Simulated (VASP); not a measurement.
RbBr:

```
CELL_PARAMETERS angstrom
0.00000 3.46083 3.39992
3.46083 0.00000 3.39992
3.46083 3.46083 0.00000
ATOMIC_POSITIONS crystal
Rb 0.00000 0.00000 0.00000
Br 0.50000 0.50000 0.50000
```

The cell was built by a generator and needn't be a form met in nature.

The cell isn't the ideal one: uniaxial_z strain -1.8%.

Base run:

- Program: VASP 6.6.1
- Functional: r2SCAN
- Potentials or basis: VASP PAW PBE potentials, release 64 (Rb_sv, Br)
- Cutoff: 520 eV
- k mesh: 6 × 6 × 6
- Occupations: gaussian, width 0.01 eV
- Spin: no spin polarisation

Its results: band gap on the k mesh 4.92 eV, direct; pressure 0.3 GPa.

Q: The run is repeated on the same cell with these changes: functional from r2SCAN to PBE; occupations from gaussian, width 0.01 eV to fermi-dirac, width 0.02 eV. What comes out?

A: Band gap on the k mesh 4.32 eV, direct; pressure 0.9 GPa.

Caveats: the PAW data sets were made with another functional, which shifts forces and pressure a little (some runs).

